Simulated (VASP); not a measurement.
# AlN (P6_3mc) in VASP: notebook, part 2 of 2

VASP 6.6.1. The steps go on from the part before.

### Step 3. Dielectric tensor, PBE

INCAR reads:

```
  PREC = Accurate
  ENCUT = 520
  EDIFF = 1E-8
  ISMEAR = 0
  SIGMA = 0.01
  LREAL = False
  LASPH = True
  NELM = 100
  ALGO = Normal
  ISIF = 2
  LWAVE = False
  LCHARG = False
  GGA = PE
  LEPSILON = True
```

KPOINTS reads:

```
Automatic mesh
0
Gamma
  8 8 4
```

POSCAR reads:

```
AlN
1.0
    3.1130000000      0.0000000000      0.0000000000
   -1.5565000000      2.6959370820      0.0000000000
    0.0000000000      0.0000000000      4.9810000000
Al N
2 2
Direct
    0.6666666667      0.3333333333      0.5000000000
    0.3333333333      0.6666666667      0.0000000000
    0.6666666667      0.3333333333      0.8800000000
    0.3333333333      0.6666666667      0.3800000000
```

Potentials or basis: VASP PAW PBE potentials, release 64 (Al, N).

Command:

```console
$ cat potpaw_PBE.64/Al/POTCAR potpaw_PBE.64/N/POTCAR > POTCAR
$ mpirun -np 1 vasp_std > vasp.out
```

OUTCAR:

```text
PREC = Accurate
   ENCUT = 520
   EDIFF = 1E-8
   ISMEAR = 0
   LREAL = False
   LASPH = True
   NELM = 100
   ISIF = 2
   GGA = PE
   LEPSILON = True

 Found     30 irreducible k-points:

 Following reciprocal coordinates:
            Coordinates               Weight
  0.000000  0.000000  0.000000      1.000000
  0.125000  0.000000  0.000000      6.000000
  0.250000  0.000000  0.000000      6.000000
  0.375000  0.000000  0.000000      6.000000
  0.500000  0.000000  0.000000      3.000000
  0.125000  0.125000  0.000000      6.000000
   k-points           NKPTS =     30   k-points in BZ     NKDIM =     30   number of bands    NBANDS=     12
   number of dos      NEDOS =    301   number of ions     NIONS =      4
   total plane-waves  NPLWV =  23040
   dimension x,y,z NGX =    24 NGY =   24 NGZ =   40
   dimension x,y,z NGXF=    48 NGYF=   48 NGZF=   80
   ions per type =               2   2
   NGX,Y,Z   is equivalent  to a cutoff of  12.82, 12.82, 13.35 a.u.
   NGXF,Y,Z  is equivalent  to a cutoff of  25.63, 25.63, 26.70 a.u.
 SYSTEM =  unknown system
   PREC   = accura    normal or accurate (medium, high low for compatibility)
   ISTART =      0    job   : 0-new  1-cont  2-samecut
   ICHARG =      2    charge: 1-file 2-atom 10-const
   ISPIN  =      1    spin polarized calculation?
   LNONCOLLINEAR =      F non collinear calculations
   LSORBIT =      F    spin-orbit coupling
   LASPH  =      T    aspherical Exc in radial PAW
   ENCUT  =  520.0 eV  38.22 Ry    6.18 a.u.   5.79  5.79  9.26*2*pi/ulx,y,z
   NELM   =    100;   NELMIN=  2; NELMDL= -5     # of ELM steps
   EDIFF  = 0.1E-07   stopping-criterion for ELM
   LREAL  =      F    real-space projection
   EDIFFG = 0.1E-06   stopping-criterion for IOM
   NSW    =      0    number of steps for IOM
   IBRION =     -1    ionic relax: 0-MD 1-quasi-New 2-CG
   NFREE  =      0    steps in history (QN), initial steepest desc. (CG)
   ISIF   =      2    stress and relaxation
   ISYM   =      2    0-nonsym 1-usesym 2-fastsym
   POTIM  = 0.5000    time-step for ionic-motion
[... 171 lines left out ...]

 Free energy of the ion-electron system (eV)
  ---------------------------------------------------
  ---------------------------------------------------
  free energy    TOTEN  =        -0.43986019 eV

  energy without entropy =       -0.43986019

------------------------ aborting loop because EDIFF is reached ----------------------------------------

--------------------------------------- Ionic step        2  -------------------------------------------

------------------------ aborting loop because EDIFF is reached ----------------------------------------

--------------------------------------- Ionic step        3  -------------------------------------------

 Free energy of the ion-electron system (eV)
  ---------------------------------------------------
  ---------------------------------------------------
  free energy    TOTEN  =        -0.46231983 eV

  energy without entropy =       -0.46231983

------------------------ aborting loop because EDIFF is reached ----------------------------------------

 PIEZOELECTRIC TENSOR FIELD DIRECTION 3  (e Angst)
 -----------------------------------------------------------------------------
     0.68733  0.00000 -0.00000           (  0.00365  0.00000  0.00000)
     0.00000  0.68733 -0.00000           (  0.00000  0.00365  0.00000)
     0.00000  0.00000 -1.03881           (  0.00000  0.00000 -0.00223)

 PIEZOELECTRIC TENSOR FIELD DIRECTION 3  (C/m^2)
 -----------------------------------------------------------------------------
     0.26343  0.00000 -0.00000
     0.00000  0.26343 -0.00000
     0.00000  0.00000 -0.39814

 MACROSCOPIC STATIC DIELECTRIC TENSOR (including local field effects in DFT)
 ------------------------------------------------------
           4.449566    -0.000000    -0.000000
           0.000000     4.449566    -0.000000
           0.000000    -0.000000     4.642008
 ------------------------------------------------------

 PIEZOELECTRIC TENSOR (including local field effects)  for field in x, y, z        (e  Angst)
          XX          YY          ZZ          XY          YZ          ZX
  --------------------------------------------------------------------------------
  x     0.00000     0.00000     0.00000     0.00000     0.00000     0.89144
  y     0.00000     0.00000     0.00000     0.00000     0.89144     0.00000
  z     0.68733     0.68733    -1.03881     0.00000     0.00000    -0.00000

 PIEZOELECTRIC TENSOR (including local field effects)  for field in x, y, z        (C/m^2)
          XX          YY          ZZ          XY          YZ          ZX
  --------------------------------------------------------------------------------
  x     0.00000     0.00000     0.00000     0.00000     0.00000     0.34166
  y     0.00000     0.00000     0.00000     0.00000     0.34166     0.00000
  z     0.26343     0.26343    -0.39814     0.00000     0.00000    -0.00000

 BORN EFFECTIVE CHARGES (including local field effects) (in |e|, cummulative output)
 ---------------------------------------------------------------------------------
 ion    1
    1     2.51522     0.00000    -0.00000
    2     0.00000     2.51522     0.00000
    3     0.00000     0.00000     2.66898
 ion    2
    1     2.51522     0.00000     0.00000
    2     0.00000     2.51522     0.00000
    3     0.00000    -0.00000     2.66898
 ion    3
    1    -2.51522     0.00000     0.00000
    2     0.00000    -2.51522     0.00000
    3     0.00000    -0.00000    -2.66898
 ion    4
    1    -2.51522     0.00000    -0.00000
    2     0.00000    -2.51522     0.00000
    3    -0.00000     0.00000    -2.66898
```

OSZICAR:

```text
N       E                     dE             d eps       ncg     rms          rms(c)
DAV:   1     0.517191958585E+02    0.51719E+02   -0.75029E+03   720   0.118E+03
[... 13 lines left out ...]
RMM:   5    -0.461123313055E+00   -0.40460E-02   -0.21491E-04  1245   0.125E-01    0.230E-02
RMM:   6    -0.461966502955E+00   -0.84319E-03   -0.22683E-05  1266   0.377E-02    0.710E-03
RMM:   7    -0.462233106475E+00   -0.26660E-03   -0.14895E-06  1279   0.106E-02    0.238E-03
RMM:   8    -0.462321144505E+00   -0.88038E-04   -0.22162E-07  1278   0.406E-03    0.268E-04
RMM:   9    -0.462320469429E+00    0.67508E-06   -0.83569E-09  1325   0.667E-04    0.861E-05
RMM:  10    -0.462319857331E+00    0.61210E-06   -0.10495E-08  1135   0.198E-04    0.190E-05
RMM:  11    -0.462319826238E+00    0.31093E-07   -0.68675E-10   678   0.556E-05    0.407E-06
```

Run time: 2 min. Hardware: 1 thread of Intel Xeon Platinum 8488C (Sapphire Rapids), shared host; peak memory 0.23 GiB.

The run converged, but some of its settings lie outside the range that counts as converged, so its numbers aren't taken as properties of the crystal.

Results:

| Quantity | Value |
| --- | --- |
| Band gap on the k mesh | 4.22 eV, direct |
| Electronic dielectric tensor (diagonal) | 4.45, 4.45, 4.64 |
| Born charges (mean of the diagonal) | Al +2.57; N -2.57 e |

### Step 4. Dielectric tensor, PBE

INCAR: that of step 3 with these lines changed.

```diff
@@ -1,3 +1,3 @@
   PREC = Accurate
-  ENCUT = 520
+  ENCUT = 460
   EDIFF = 1E-8
```

KPOINTS reads:

```
Automatic mesh
0
Gamma
  9 9 5
```

POSCAR is that of step 3.

Potentials or basis: VASP PAW PBE potentials, release 64 (Al, N).

Command:

```console
$ cat potpaw_PBE.64/Al/POTCAR potpaw_PBE.64/N/POTCAR > POTCAR
$ mpirun -np 1 vasp_std > vasp.out
```

OUTCAR:

```text
PREC = Accurate
   ENCUT = 460
   EDIFF = 1E-8
   ISMEAR = 0
   LREAL = False
   LASPH = True
   NELM = 100
   ISIF = 2
   GGA = PE
   LEPSILON = True

 Found     36 irreducible k-points:

 Following reciprocal coordinates:
            Coordinates               Weight
  0.000000  0.000000  0.000000      1.000000
  0.111111  0.000000  0.000000      6.000000
  0.222222  0.000000  0.000000      6.000000
  0.333333  0.000000  0.000000      6.000000
  0.444444  0.000000  0.000000      6.000000
  0.111111  0.111111  0.000000      6.000000
   k-points           NKPTS =     36   k-points in BZ     NKDIM =     36   number of bands    NBANDS=     12
   number of dos      NEDOS =    301   number of ions     NIONS =      4
   total plane-waves  NPLWV =  20736
   dimension x,y,z NGX =    24 NGY =   24 NGZ =   36
   dimension x,y,z NGXF=    48 NGYF=   48 NGZF=   72
   ions per type =               2   2
   NGX,Y,Z   is equivalent  to a cutoff of  12.82, 12.82, 12.02 a.u.
   NGXF,Y,Z  is equivalent  to a cutoff of  25.63, 25.63, 24.03 a.u.
 SYSTEM =  unknown system
   PREC   = accura    normal or accurate (medium, high low for compatibility)
   ISTART =      0    job   : 0-new  1-cont  2-samecut
   ICHARG =      2    charge: 1-file 2-atom 10-const
   ISPIN  =      1    spin polarized calculation?
   LNONCOLLINEAR =      F non collinear calculations
[... 210 lines left out ...]

 PIEZOELECTRIC TENSOR FIELD DIRECTION 3  (e Angst)
 -----------------------------------------------------------------------------
     0.68767  0.00000 -0.00000           (  0.00370  0.00000  0.00000)
     0.00000  0.68767  0.00000           (  0.00000  0.00370  0.00000)
    -0.00000  0.00000 -1.03957           (  0.00000  0.00000 -0.00227)

 PIEZOELECTRIC TENSOR FIELD DIRECTION 3  (C/m^2)
 -----------------------------------------------------------------------------
     0.26356  0.00000 -0.00000
     0.00000  0.26356  0.00000
    -0.00000  0.00000 -0.39844

 MACROSCOPIC STATIC DIELECTRIC TENSOR (including local field effects in DFT)
 ------------------------------------------------------
           4.443480    -0.000000    -0.000000
           0.000000     4.443480     0.000000
           0.000000     0.000000     4.640862
 ------------------------------------------------------

 PIEZOELECTRIC TENSOR (including local field effects)  for field in x, y, z        (e  Angst)
          XX          YY          ZZ          XY          YZ          ZX
  --------------------------------------------------------------------------------
  x     0.00000     0.00000     0.00000     0.00000     0.00000     0.89125
  y     0.00000     0.00000    -0.00000     0.00000     0.89125     0.00000
  z     0.68767     0.68767    -1.03957     0.00000     0.00000     0.00000

 PIEZOELECTRIC TENSOR (including local field effects)  for field in x, y, z        (C/m^2)
          XX          YY          ZZ          XY          YZ          ZX
  --------------------------------------------------------------------------------
  x     0.00000     0.00000     0.00000     0.00000     0.00000     0.34159
  y     0.00000     0.00000    -0.00000     0.00000     0.34159     0.00000
  z     0.26356     0.26356    -0.39844     0.00000     0.00000     0.00000

 BORN EFFECTIVE CHARGES (including local field effects) (in |e|, cummulative output)
 ---------------------------------------------------------------------------------
 ion    1
    1     2.51396     0.00000     0.00000
    2    -0.00000     2.51396     0.00000
    3     0.00000    -0.00000     2.66847
 ion    2
    1     2.51396    -0.00000     0.00000
    2     0.00000     2.51396     0.00000
    3     0.00000     0.00000     2.66847
 ion    3
    1    -2.51396     0.00000     0.00000
    2     0.00000    -2.51396     0.00000
    3     0.00000     0.00000    -2.66847
 ion    4
    1    -2.51396     0.00000    -0.00000
    2    -0.00000    -2.51396     0.00000
    3     0.00000    -0.00000    -2.66847
```

Wall time 2.6 min (1 thread of Intel Xeon Platinum 8488C (Sapphire Rapids), shared host); peak memory 0.24 GiB.

These settings aren't checked as converged: the numbers below hold their error.

Results:

```yaml
Band_gap_on_the_k_mesh: 4.22 eV, direct
Electronic_dielectric_tensor_diagonal: 4.44, 4.44, 4.64
Born_charges_mean_of_the_diagonal: Al +2.57; N -2.57 e
```

Caveat: the cutoff is under 1.25 times the usual one of these potentials, so pressure, stress and relaxed cells hold a basis-set (Pulay) error.

### Step 5. Dielectric tensor, PBE

INCAR: that of step 4 with these lines changed.

```diff
@@ -1,3 +1,3 @@
   PREC = Accurate
-  ENCUT = 460
+  ENCUT = 520
   EDIFF = 1E-8
```

KPOINTS is that of step 4.

POSCAR is that of step 4.

Potentials or basis: VASP PAW PBE potentials, release 64 (Al, N).

Command:

```console
$ cat potpaw_PBE.64/Al/POTCAR potpaw_PBE.64/N/POTCAR > POTCAR
$ mpirun -np 1 vasp_std > vasp.out
```

OUTCAR:

```text
PREC = Accurate
   ENCUT = 520
   EDIFF = 1E-8
   ISMEAR = 0
   LREAL = False
   LASPH = True
   NELM = 100
   ISIF = 2
   GGA = PE
   LEPSILON = True

 Found     36 irreducible k-points:

 Following reciprocal coordinates:
            Coordinates               Weight
  0.000000  0.000000  0.000000      1.000000
  0.111111  0.000000  0.000000      6.000000
  0.222222  0.000000  0.000000      6.000000
  0.333333  0.000000  0.000000      6.000000
  0.444444  0.000000  0.000000      6.000000
  0.111111  0.111111  0.000000      6.000000
   k-points           NKPTS =     36   k-points in BZ     NKDIM =     36   number of bands    NBANDS=     12
   number of dos      NEDOS =    301   number of ions     NIONS =      4
   total plane-waves  NPLWV =  23040
   dimension x,y,z NGX =    24 NGY =   24 NGZ =   40
[... 236 lines left out ...]
          -0.000000     4.444455     0.000000
          -0.000000     0.000000     4.641972
 ------------------------------------------------------

 PIEZOELECTRIC TENSOR (including local field effects)  for field in x, y, z        (e  Angst)
          XX          YY          ZZ          XY          YZ          ZX
  --------------------------------------------------------------------------------
  x     0.00000     0.00000     0.00000     0.00000     0.00000     0.89169
  y     0.00000     0.00000    -0.00000     0.00000     0.89169     0.00000
  z     0.68763     0.68763    -1.03936     0.00000     0.00000    -0.00000

 PIEZOELECTRIC TENSOR (including local field effects)  for field in x, y, z        (C/m^2)
          XX          YY          ZZ          XY          YZ          ZX
  --------------------------------------------------------------------------------
  x     0.00000     0.00000     0.00000     0.00000     0.00000     0.34176
  y     0.00000     0.00000    -0.00000     0.00000     0.34176     0.00000
  z     0.26355     0.26355    -0.39836     0.00000     0.00000    -0.00000

 BORN EFFECTIVE CHARGES (including local field effects) (in |e|, cummulative output)
 ---------------------------------------------------------------------------------
 ion    1
    1     2.51490     0.00000     0.00000
    2    -0.00000     2.51490     0.00000
    3    -0.00000    -0.00000     2.66951
 ion    2
    1     2.51490    -0.00000     0.00000
    2     0.00000     2.51490     0.00000
    3     0.00000     0.00000     2.66951
 ion    3
    1    -2.51490     0.00000     0.00000
    2    -0.00000    -2.51490    -0.00000
    3     0.00000    -0.00000    -2.66951
 ion    4
    1    -2.51490     0.00000     0.00000
    2     0.00000    -2.51490     0.00000
    3    -0.00000     0.00000    -2.66951
```

OSZICAR:

```text
N       E                     dE             d eps       ncg     rms          rms(c)
DAV:   1     0.533054748235E+02    0.53305E+02   -0.76363E+03   864   0.119E+03
[... 13 lines left out ...]
RMM:   5    -0.461108327144E+00   -0.40463E-02   -0.20903E-04  1493   0.124E-01    0.230E-02
RMM:   6    -0.461951361824E+00   -0.84303E-03   -0.22585E-05  1514   0.377E-02    0.714E-03
RMM:   7    -0.462225021939E+00   -0.27366E-03   -0.15555E-06  1522   0.108E-02    0.229E-03
RMM:   8    -0.462308313110E+00   -0.83291E-04   -0.21266E-07  1534   0.391E-03    0.267E-04
RMM:   9    -0.462307695183E+00    0.61793E-06   -0.58653E-09  1578   0.673E-04    0.799E-05
RMM:  10    -0.462307024589E+00    0.67059E-06    0.54211E-09  1326   0.180E-04    0.186E-05
RMM:  11    -0.462306997586E+00    0.27003E-07   -0.69691E-10   792   0.561E-05    0.325E-06
```

stdout:

```text
POSCAR found type information on POSCAR AlN
 POSCAR found :  2 types and       4 ions
 scaLAPACK will be used
 LDA part: xc-table for (Slater+PW92), standard interpolation
 POSCAR, INCAR and KPOINTS ok, starting setup
 FFT: planning ... GRIDC
 FFT: planning ... GRID_SOFT
 FFT: planning ... GRID
 WAVECAR not read
 entering main loop
 Linear response reoptimize wavefunctions to high precision
 Linear response G [H, r] |phi>, progress :
  Direction:   1
 Linear response G [H, r] |phi>, progress :
  Direction:   2
 Linear response G [H, r] |phi>, progress :
  Direction:   3
 Linear response to external field (no local field effect), progress :
  Direction:   1
 dielectric tensor                  component  1 :     4.028    -0.996    -0.300
 Linear response to external field (no local field effect), progress :
  Direction:   2
 dielectric tensor                  component  2 :    -0.996     5.141    -0.223
 Linear response to external field (no local field effect), progress :
  Direction:   3
 dielectric tensor                  component  3 :    -0.300    -0.223     4.765
 Linear response to external field, progress :
  Direction:   1
 dielectric tensor                  component  1 :     4.444    -0.157     0.000
 Linear response to external field, progress :
  Direction:   2
 dielectric tensor                  component  2 :    -0.453     4.444    -0.000
 Linear response to external field, progress :
  Direction:   3
 dielectric tensor                  component  3 :    -0.302    -0.225     4.642
 Born effective charges drift removed
```

It took 1.8 min on 1 thread of Intel Xeon Platinum 8488C (Sapphire Rapids), shared host; peak memory 0.27 GiB.

These settings aren't checked as converged: the numbers below hold their error.

Results:

| Property | Result |
| --- | --- |
| Band gap on the k mesh | 4.22 eV, direct |
| Electronic dielectric tensor (diagonal) | 4.44, 4.44, 4.64 |
| Born charges (mean of the diagonal) | Al +2.57; N -2.57 e |

### Step 6. For comparison

An earlier run on the cell as given: functional PBE; potentials or basis VASP PAW PBE potentials, release 64 (Al, N); cutoff 520 eV; k mesh 10 × 10 × 6; occupations fermi-dirac, width 0.05 eV; no spin polarisation.

* Pressure: 3.5 GPa
* Largest force: 0.129 eV/Å
* Band gap on the k mesh: 4.22 eV, direct
